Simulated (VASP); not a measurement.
Input of a VASP 6.6.1 run:

Contents of INCAR:

```
PREC = Accurate
ENCUT = 520
EDIFF = 1E-6
ISMEAR = 0
SIGMA = 0.03
LREAL = Auto
LASPH = True
NELM = 100
ALGO = Fast
ISIF = 2
LWAVE = False
LCHARG = False
GGA = PE
NBANDS = 86
```

KPOINTS

```
regular mesh
0
Gamma
  6 6 6
```

The input POSCAR:

```
GaP
1.0
    6.4725347401      0.0000000000      0.0000000000
    0.0000000000      6.4725347401      0.0000000000
    0.0000000000      0.0000000000      6.4725347401
Ga P
8 8
Direct
    0.1552488718      0.1552488718      0.1552488718
    0.8447511282      0.8447511282      0.8447511282
    0.3447511282      0.8447511282      0.6552488718
    0.6552488718      0.1552488718      0.3447511282
    0.6552488718      0.3447511282      0.8447511282
    0.3447511282      0.6552488718      0.1552488718
    0.8447511282      0.6552488718      0.3447511282
    0.1552488718      0.3447511282      0.6552488718
    0.6390508295      0.6390508295      0.6390508295
    0.3609491705      0.3609491705      0.3609491705
    0.8609491705      0.3609491705      0.1390508295
    0.1390508295      0.6390508295      0.8609491705
    0.1390508295      0.8609491705      0.3609491705
    0.8609491705      0.1390508295      0.6390508295
    0.3609491705      0.1390508295      0.8609491705
    0.6390508295      0.8609491705      0.1390508295
```

Potentials or basis: VASP PAW PBE potentials, release 64 (Ga_d, P).

Launch:

```console
$ cat potpaw_PBE.64/Ga_d/POTCAR potpaw_PBE.64/P/POTCAR > POTCAR
$ mpirun -np 1 vasp_std > vasp.out
```

Problem. Predict the pressure.

Solution. 11.9 GPa.

Problem. Estimate the band gap on the k mesh.

Solution. 0.32 eV, direct.

Problem. Estimate the largest force.

Solution. 0.011 eV/Å.

Forces on the atoms (eV/Å):
```
Ga   0.006  0.006  0.006
Ga  -0.006 -0.006 -0.006
Ga  -0.006 -0.006  0.006
Ga   0.006  0.006 -0.006
Ga   0.006 -0.006 -0.006
Ga  -0.006  0.006  0.006
Ga  -0.006  0.006 -0.006
Ga   0.006 -0.006  0.006
P    0.005  0.005  0.005
P   -0.005 -0.005 -0.005
P   -0.005 -0.005  0.005
P    0.005  0.005 -0.005
P    0.005 -0.005 -0.005
P   -0.005  0.005  0.005
P   -0.005  0.005 -0.005
P    0.005 -0.005  0.005
```

A k mesh can miss the band edges.
